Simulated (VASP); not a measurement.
Wanted: the native input for a VASP 6.6.1 run.

```
Task                   : single point
Functional             : PBEsol
Potentials or basis    : VASP PAW PBE potentials, release 64 (Pt)
Cutoff                 : 520 eV
k mesh                 : 18 × 18 × 18
Occupations            : gaussian, width 0.1 eV
Spin                   : no spin polarisation
Further INCAR settings : ALGO = Fast; EDIFF = 1e-06; NBANDS = 11
```

The structure of Pt lies in POSCAR:

```
Pt
1.0
   -1.5570610900      1.5570610900      1.5570610900
    1.5570610900     -1.5570610900      1.5570610900
    1.5570610900      1.5570610900     -1.5570610900
Pt
1
Direct
    0.0000000000      0.0000000000      0.0000000000
```

This isn't the form of Pt at room conditions, which is fcc.

One way to write it, as run:

INCAR

```
  PREC = Accurate
  ENCUT = 520
  EDIFF = 1E-6
  ISMEAR = 0
  SIGMA = 0.1
  LREAL = F
  LASPH = T
  NELM = 80
  ALGO = Fast
  ISIF = 2
  LWAVE = F
  LCHARG = F
  GGA = PS
  NBANDS = 11
```

KPOINTS

```
regular mesh
0
Gamma
  18 18 18
```

Potentials or basis: VASP PAW PBE potentials, release 64 (Pt).

Command:

```bash
$ cat potpaw_PBE.64/Pt/POTCAR > POTCAR
$ mpirun -np 1 vasp_std > vasp.out
```

Results of the run:

```yaml
Pressure: 1.4 GPa
Band_gap_on_the_k_mesh: none (metal or under the smearing width)
```

Caveat: the PAW data sets were made with another functional, which shifts forces and pressure a little.

Run time: 11 s on 1 thread of AMD EPYC 9R45 96-Core Processor (Zen 5), on a shared host, peak memory 0.12 GiB.
